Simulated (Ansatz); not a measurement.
# Re: phonons and Grüneisen parameters

Aim: phonons by finite displacements on a 3×3×1 mesh of wavevectors, at three volumes, and the mode Grüneisen parameters. Runs: cell and atoms relaxed (PAW); reference run (PAW); volume scaled by 0.980 (PAW); volume scaled by 1.020 (PAW); mode Grüneisen parameters (PAW).

Method: DFT PBEsol, frozen-core PAW, scalar-relativistic unless said, in Ansatz 0.2.0.

4 further runs of the same task are left out: 4 that didn't finish.

### Step 1. The starting structure

The structure is hexagonal, space group P6_3/mmc (No. 194). The conventional cell has a = 2.761 Å, b = 2.761 Å, c = 4.458 Å, α = 90.00°, β = 90.00°, γ = 120.00°. Re (site symmetry -6m2) is surrounded by 12 Re at 2.74 to 2.76 Å.

Coordinates:

```
Re
1.0
     2.76080    0.00000    0.00000
    -1.38040    2.39092    0.00000
     0.00000    0.00000    4.45820
Re
2
Direct
  0.33333 0.66667 0.25000
  0.66667 0.33333 0.75000
```

Cartesian axes are those of the input's lattice vectors. The structure goes back to a database entry.

### Step 2. Cell and atoms relaxed, PAW

File input.yaml:

```yaml
crystal:
  lattice:
    - [2.76080000001, 0.0, 0.0]
    - [-1.38040000001, 2.39092293478, 0.0]
    - [0.0, 0.0, 4.4582]
  atoms:
    - { symbol: Re, position: [0.333333333333, 0.666666666667, 0.25] }
    - { symbol: Re, position: [0.666666666667, 0.333333333333, 0.75] }
kpoints:
  mp_grid: { grid: [15, 15, 8] }
scf:
  occupations: { method: fermi_dirac, width: 0.08 }
hamiltonian:
  xc: pbesol
  pseudopotentials: { kind: paw }
relax:
  f_tol: 0.002
  max_steps: 80
  cell: {}
output:
  forces: true
  stress: true
```

Started as:

```sh
$ ansatz run input.yaml --threads 1 --pin off --max-ram 3072MiB --backend cpu --events-out ev --progress --plain --runs-dir out
```

### Step 3. Reference run, PAW

File input.yaml:

```yaml
crystal:
  lattice:
    - [2.75018088275, 0.0, 0.0]
    - [-1.37509044138, 2.38172650946, 0.0]
    - [0.0, 0.0, 4.44501042413]
  atoms:
    - { symbol: Re, position: [0.333333333333, 0.666666666667, 0.25] }
    - { symbol: Re, position: [0.666666666667, 0.333333333333, 0.75] }
kpoints:
  mp_grid: { grid: [15, 15, 8] }
scf:
  occupations: { method: fermi_dirac, width: 0.08 }
hamiltonian:
  xc: pbesol
  pseudopotentials: { kind: paw }
phonons:
  qmesh: [3, 3, 1]
  qpath:
    path:
      - [0.0, 0.0, 0.0]
      - [0.5, 0.0, 0.0]
      - [0.3333333333, 0.3333333333, 0.0]
      - [0.0, 0.0, 0.0]
      - [0.0, 0.0, 0.5]
      - [0.5, 0.0, 0.5]
      - [0.3333333333, 0.3333333333, 0.5]
      - [0.0, 0.0, 0.5]
      - [0.5, 0.0, 0.5]
    npoints: 6
  temperatures: { t_min: 0, t_max: 1000, t_step: 100 }
```

### Step 4. Volume scaled by 0.980, PAW

Changes to input.yaml since step 3:

```diff
@@ -2,5 +2,5 @@
   lattice:
-    - [2.75018088275, 0.0, 0.0]
-    - [-1.37509044138, 2.38172650946, 0.0]
-    - [0.0, 0.0, 4.44501042413]
+    - [2.73172273678, 0.0, 0.0]
+    - [-1.36586136839, 2.36574128614, 0.0]
+    - [0.0, 0.0, 4.41517724051]
   atoms:
```

### Step 5. Volume scaled by 1.020, PAW

Changes to input.yaml since step 4:

```diff
@@ -2,5 +2,5 @@
   lattice:
-    - [2.73172273678, 0.0, 0.0]
-    - [-1.36586136839, 2.36574128614, 0.0]
-    - [0.0, 0.0, 4.41517724051]
+    - [2.76839453197, 0.0, 0.0]
+    - [-1.38419726599, 2.39749999238, 0.0]
+    - [0.0, 0.0, 4.47444843716]
   atoms:
```

(Steps that only read results are left out.)

**Question.** What will these runs give? Wanted: highest mode on the mesh, without the LO shift; optical modes at Γ.

**Answer**, as computed:

```
                                            quantity                      value
highest mode on the mesh, without the LO shift (PAW)                   196 cm⁻¹
                                  optical modes at Γ  112 (B1g), 123 (E2g) cm⁻¹
             mean Grüneisen parameter at 300 K (PAW)                       2.46
```

In words: No mode on the mesh is unstable; the highest lies at 196 cm⁻¹ by PAW. Weighted by heat capacity at 300 K the mean Grüneisen parameter of the sampled modes is 2.46, which points to expansion on heating. Each set of modes is computed in the harmonic approximation. Cautions: frozen-core PAW files fitted under PBE, their cores solved anew for the functional of the run; responses of metals move with mesh and smearing; no spin-orbit coupling on heavy atoms.
